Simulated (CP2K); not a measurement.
InP:

```
CELL_PARAMETERS angstrom
4.14435 0.00000 0.00000
2.07218 3.58911 0.00000
2.07218 1.19637 3.38385
ATOMIC_POSITIONS crystal
In 0.00000 0.00000 0.00000
P 0.75000 0.75000 0.75000
```

Base run:

```yaml
Program: CP2K 2026.2
Functional: PW91
Potentials_or_basis: POTENTIAL_UZH In GTH-PBE-q13, P GTH-PBE-q5; TZVP-MOLOPT-PBE-GTH basis
Density_cutoff: 9184 eV
k_mesh: 8 × 8 × 8
Occupations: fermi-dirac, width 0.05 eV
Spin: no spin polarisation
```

Its results: band gap on the k mesh 0.66 eV, direct; pressure 3.9 GPa.

Task: The run is repeated on the same cell with these changes: functional from PW91 to LDA. What comes out?

Result: Band gap on the k mesh 0.51 eV, direct; pressure 0.5 GPa.

LDA binds more tightly than PW91, so the same cell stands under less pressure.

Caveats: the potentials were made for another functional, which shifts forces and pressure; spin-orbit coupling is left out, which moves the levels of the heavy elements; the basis of atomic orbitals isn't converged, which shifts pressures, moduli and gaps.

